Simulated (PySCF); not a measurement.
## Propanoic Acid: calculation and literature

Atoms are numbered as in `[CH3:1][CH2:2][C:3](=[O:4])[OH:5]` (H(Xn): hydrogen on atom n).

PySCF 2.14.0 with density-fitted response routines calculation with GFN2-xTB geometry and PBE0/pcSseg-1 with gauge-including orbitals; no relativistic terms, no solvent model, equivalent nuclei averaged, one computed conformer.

Reference values: measured (solution, not stated per compound (mostly CDCl3 or CCl4); Pretsch, Buehlmann, Badertscher, Structure Determination of Organic Compounds, 4th ed. (2009)).
| atoms | quantity | reference | computed | computed, scaled |
| --- | --- | --- | --- | --- |
| C2 | δ ¹³C | 28.5 | 28.6 | 25.8 |
| C1 | δ ¹³C | 9.6 | 10.5 | 8.1 |
| H(C2) | δ ¹H | 2.36 | 2.39 | 2.36 |
| H(C1) | δ ¹H | 1.16 | 1.15 | 1.19 |

Computed shifts are σ(ref) − σ with the named reference compound (TMS for H and C) calculated as an isolated molecule at the same level. The measured values may be among those fitted. Expected solution values come from regression of measured δ (H and C: mostly CDCl3, vs TMS) on computed σ: ¹³C (scatter 2.1 ppm rms, 2.3 ppm with the 2 outliers that the fit left out); ¹H (scatter 0.16 ppm rms, 0.17 ppm with the 2 outliers that the fit left out). A few per cent of atoms miss by over 2 rms, more outside the fitted compound classes. Hydrogens on heteroatoms aren't scaled, only referred to computed TMS.

Q: How far are the unscaled ¹³C shifts from the references?

A: Mean signed difference +0.50 ppm, mean absolute 0.50 ppm over 2 comparisons; the largest is +0.9 ppm at C1 (methyl carbon).

Q: How far are the unscaled ¹H shifts from the references?

A: Mean signed difference +0.01 ppm, mean absolute 0.02 ppm over 2 comparisons; the largest is +0.03 ppm at H(C2) (hydrogen on an sp3 CH2 α to a carbonyl).

4 of the 5 published NMR values on file for this molecule are compared. The rest: values whose atom or origin is in doubt.
